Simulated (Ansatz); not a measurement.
Consider InCuS2 in the chalcopyrite structure (space group I-42d, No. 122; a = 5.577 Å, c = 11.234 Å). Axes: x, y, z lie along a, b, c of the conventional cell.

Structures relaxed with Ansatz (an electronic-structure program) PBE, spin-orbit coupling left out.

Base:

Simulated powder pattern, Co Kα, λ = 1.79026 Å (kinematic, ideal powder, no thermal factors, no anomalous dispersion; the 8 strongest lines at most, above 2 %, up to 2θ = 90°):

```json
[
 {"2θ (°)": "32.20", "I/Imax (%)": "100", "hkl": "(112)"},
 {"2θ (°)": "37.17", "I/Imax (%)": "6.2", "hkl": "(004)"},
 {"2θ (°)": "37.45", "I/Imax (%)": "13", "hkl": "(200)"},
 {"2θ (°)": "53.79", "I/Imax (%)": "37", "hkl": "(204)"},
 {"2θ (°)": "54.00", "I/Imax (%)": "18", "hkl": "(220)"},
 {"2θ (°)": "63.91", "I/Imax (%)": "14", "hkl": "(116)"},
 {"2θ (°)": "64.28", "I/Imax (%)": "27", "hkl": "(312)"},
 {"2θ (°)": "88.41", "I/Imax (%)": "11", "hkl": "(316)"}
]
```

After one change:

Simulated powder pattern, Co Kα, λ = 1.79026 Å (kinematic, ideal powder, no thermal factors, no anomalous dispersion; the 8 strongest lines at most, above 2 %, up to 2θ = 90°):

```
2θ (°)  I/Imax (%)
------  ----------
32.08          100
36.72          6.3
37.45           13
53.45           37
54.00           18
63.23           14
64.20           26
87.81           11
```

Question: What was done to the base?
A. biaxial strain +0.99 %, plane normal [001], relaxed out of plane
B. uniaxial strain ε_zz = +1.18 %
C. biaxial strain −3.59 %, plane normal [001], relaxed out of plane
D. tensor shear ε_xy = −3.60 %

Answer: B, uniaxial strain ε_zz = +1.18 %. Its volume per atom is 22.10 Å³ against 21.84 Å³, and its space group is I-42d (No. 122).

Whether these cells are dynamically stable was not tested. All final runs are without spin polarisation.
